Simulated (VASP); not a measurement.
# ScAl₃, self-consistent run: which settings are enough?

ScAl₃, Pm-3m (no. 221), 4 atoms in the cell. R2SCAN; PAW potentials Sc_sv, Al (PBE set). VASP 6.6.1.

Wanted: energy within 0.2 meV/atom; Fermi level within 0.005 eV.

What the run is for: comparing ways to start; Accuracy asked: tight.

POSCAR:
```
ScAl3
1.0
    4.0878065700      0.0000000000      0.0000000000
    0.0000000000      4.0878065700      0.0000000000
    0.0000000000      0.0000000000      4.0878065700
Sc Al
1 3
Direct
    0.0000000000      0.0000000000      0.0000000000
    0.5000000000      0.5000000000      0.0000000000
    0.0000000000      0.5000000000      0.5000000000
    0.5000000000      0.0000000000      0.5000000000
```

## How the run starts (with a second run first, the time holds both)

| How the run starts (with a second run first, the time holds both) | Energy less reference (meV/atom) | Fermi level (eV) | Time (s) |
|---|---|---|---|
| from scratch: 18 SCF iterations | 0.00 | 7.3364 | 53 |
| PBE orbitals (WAVECAR): 11 + 8 SCF iterations | 0.00 | 7.3368 | 40 |
| PBE density (CHGCAR): 11 + 18 SCF iterations | 0.00 | 7.3363 | 66 |
| loose PBE orbitals: 9 + 8 SCF iterations | 0.00 | 7.3367 | 44 |

Chosen: from scratch: 18 SCF iterations; no other choice that stays within half of the tolerance saves 30 % of the time.

The chosen settings are those of the reference run.

## The input

INCAR:
```
ALGO = Normal
EDIFF = 1E-6
ENCUT = 440
GGA_COMPAT = False
ISIF = 2
ISMEAR = 1
LASPH = True
LCHARG = False
LMIXTAU = True
LREAL = False
LWAVE = False
METAGGA = R2SCAN
NELM = 120
PREC = Accurate
SIGMA = 0.1
```

KPOINTS:
```
k-points
0
Gamma
  8 8 8
```

Commands:
```
cat potpaw_PBE.64/Sc_sv/POTCAR potpaw_PBE.64/Al/POTCAR > POTCAR
mpirun -np 1 vasp_std > vasp.out
```

The chosen input took VASP 6.6.1 53 s on 1 core (Intel Xeon Platinum 8559C (Emerald Rapids)), a shared host.
